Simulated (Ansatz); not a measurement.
What settings do to one calculation: Si started at a second open point in rutile SiO2, 49 atoms, charge 0

Ansatz (PAW, plane waves), atoms fixed. The base input:

```yaml
crystal:
  lattice:
    - [8.388693, 0.000000, 0.000000]
    - [0.000000, 8.388693, 0.000000]
    - [0.000000, 0.000000, 5.357095]
  atoms:
    - { symbol: Si, position: [0.009975, 0.009738, 0.005880] }
    - { symbol: Si, position: [0.991793, 0.993650, 0.526619] }
    - { symbol: Si, position: [0.981814, 0.495065, 0.978504] }
    - { symbol: Si, position: [0.989426, 0.497492, 0.488799] }
    - { symbol: Si, position: [0.496084, 0.006352, 0.993645] }
    - { symbol: Si, position: [0.496628, 0.996021, 0.526959] }
    - { symbol: Si, position: [0.520108, 0.514149, 0.997938] }
    - { symbol: Si, position: [0.505318, 0.502651, 0.499375] }
    - { symbol: Si, position: [0.249923, 0.250568, 0.227820] }
    - { symbol: Si, position: [0.260091, 0.250484, 0.765263] }
    - { symbol: Si, position: [0.244094, 0.752720, 0.242392] }
    - { symbol: Si, position: [0.260148, 0.753845, 0.740314] }
    - { symbol: Si, position: [0.747232, 0.241775, 0.241621] }
    - { symbol: Si, position: [0.760005, 0.234256, 0.734578] }
    - { symbol: Si, position: [0.745589, 0.745113, 0.239038] }
    - { symbol: Si, position: [0.748215, 0.766652, 0.756152] }
    - { symbol: Si, position: [0.384754, 0.394945, 0.807209] }
    - { symbol: O, position: [0.138798, 0.157643, 0.983657] }
    - { symbol: O, position: [0.139470, 0.163185, 0.502902] }
    - { symbol: O, position: [0.151463, 0.663504, 0.003260] }
    - { symbol: O, position: [0.168578, 0.657260, 0.495559] }
    - { symbol: O, position: [0.664016, 0.150431, 0.983015] }
    - { symbol: O, position: [0.660295, 0.156428, 0.492260] }
    - { symbol: O, position: [0.661581, 0.648104, 0.000189] }
    - { symbol: O, position: [0.646802, 0.642167, 0.518535] }
    - { symbol: O, position: [0.353432, 0.346337, 0.011447] }
    - { symbol: O, position: [0.367271, 0.333620, 0.510327] }
    - { symbol: O, position: [0.338354, 0.843087, 0.988599] }
    - { symbol: O, position: [0.344136, 0.854276, 0.518107] }
    - { symbol: O, position: [0.840259, 0.349991, 0.985350] }
    - { symbol: O, position: [0.832714, 0.363131, 0.512059] }
    - { symbol: O, position: [0.846840, 0.847774, 0.993942] }
    - { symbol: O, position: [0.842632, 0.860176, 0.524188] }
    - { symbol: O, position: [0.112363, 0.391522, 0.265813] }
    - { symbol: O, position: [0.087919, 0.393037, 0.733705] }
    - { symbol: O, position: [0.094037, 0.894089, 0.266056] }
    - { symbol: O, position: [0.085338, 0.914405, 0.742664] }
    - { symbol: O, position: [0.593868, 0.390424, 0.243695] }
    - { symbol: O, position: [0.597738, 0.414389, 0.728757] }
    - { symbol: O, position: [0.601800, 0.900714, 0.233275] }
    - { symbol: O, position: [0.607893, 0.912230, 0.754147] }
    - { symbol: O, position: [0.406443, 0.086111, 0.251270] }
    - { symbol: O, position: [0.411585, 0.097055, 0.752262] }
    - { symbol: O, position: [0.418098, 0.610120, 0.245534] }
    - { symbol: O, position: [0.418086, 0.589016, 0.759934] }
    - { symbol: O, position: [0.906329, 0.088734, 0.236805] }
    - { symbol: O, position: [0.896059, 0.091145, 0.760270] }
    - { symbol: O, position: [0.916160, 0.609611, 0.246016] }
    - { symbol: O, position: [0.904606, 0.600596, 0.740862] }
  symmetry: { detect: false }
kpoints:
  mp_grid: { grid: [1, 1, 1], shift: [0.25, 0.25, 0.25] }
hamiltonian:
  xc: pbesol
scf:
  occupations: { method: fermi_dirac, width: 0.01 }
output:
  forces: true
  eigenvalues: true
  stress: true
  populations: true
  eigenstates: { kpoints: [[0.25, 0.25, 0.25]], e_range: [-6.0, 6.0], localisation: true }
  write_density: true
  write_potential: true
  elf: true
  volumetric_format: npy
```

Command:

```sh
ansatz run in.yaml --threads 8 --pin off --max-ram 13300MiB --runs-dir r --events-out ev --progress --plain
```

It converged in 10 iterations and 2.7 s of wall time on 8 threads of an EPYC 9R45 processor, on a host shared with other runs; peak host memory 0.87 GiB; largest force component 53.05 eV/Å, pressure 45.96 GPa. The cutoff was the default, 420 eV. The base isn't a converged reference: it has few k points, and its atoms are unrelaxed, some of them close together, so close that their PAW spheres overlap, which can drive the changes below. Each run below changes the keys shown and caps the iterations.

| run | changed | ending | iterations | free energy less the base (meV per atom) | rms change of forces (eV/Å) | change of pressure (GPa) | wall time (s, shared host) |
| --- | --- | --- | --- | --- | --- | --- | --- |
| 1 | mixing beta 0.1, ecutwfc 550 eV, accuracy low, max_iter 90 | converged | 12 | -3.9 | 0.004 | 0.03 | 1.6 CPU |
| 2 | n_extra_bands 0, max_iter 90 | refused | – | – | – | – | – |
| 3 | accuracy high, n_extra_bands 60, max_iter 60 | converged | 13 | 0.0 | 0.000 | 0.00 | 1.7 CPU |
| 4 | width 0.001 eV, accuracy high, max_iter 50 | converged | 12 | 0.0 | 0.000 | 0.00 | 1.3 CPU |
| 5 | mixing beta 0.2, initial_magnetization 4, max_iter 80 | converged | 23 | 0.0 | 0.000 | 0.00 | 3.5 CPU |
| 6 | mixing algorithm broyden, ecutrho_ratio 8, max_iter 50 | converged | 11 | 0.0 | 0.000 | 0.00 | 1.3 CPU |
| 7 | n_extra_bands 0, max_iter 70 | refused | – | – | – | – | – |
| 8 | max_iter 60, total_charge 6 | converged | 9 | other zero | 4.058 | -3.41 | 1.1 CPU |
| 9 | occupations fixed, dr2_threshold 1e-05, max_iter 100 | converged | 9 | 0.0 | 0.000 | 0.00 | 1 CPU |
| 10 | dispersion rvv10, max_iter 4 | refused | – | – | – | – | – |

«Other zero»: another functional, charge or dispersion term moves the zero of energy, so the difference says nothing of accuracy.

Problem. Which changes leave the result alone, and which of the same physical model moves the forces most?

Solution. The forces move by under 0.002 eV/Å in runs 3, 4, 5, 6, 9. Among the runs with the same functional, charge and dispersion term, none moves them by over 0.01 eV/Å.

Problem. Why did some runs give no result?

Solution. - run 2: inconsistent input (scf.n_extra_bands, scf.occupations.method): n_bands = 130 leaves no empty band above the 130 bands per channel that the deck's 260 electrons occupy, and the occupations search for the Fermi level (a smearing at a finite width, or …
- run 7: inconsistent input (scf.n_extra_bands, scf.occupations.method): n_bands = 130 leaves no empty band above the 130 bands per channel that the deck's 260 electrons occupy, and the occupations search for the Fermi level (a smearing at a finite width, or …
- run 10: inconsistent input (hamiltonian.dispersion, hamiltonian.xc): `dispersion: rvv10` has no transferable b for PBE exchange — Sabatini et al. (2013) fitted b=6.3 to rPW86, and the PBE refits of Peng & Perdew (2017) are task-dependent (b=6.6 S22 / b=10.0 layered). …
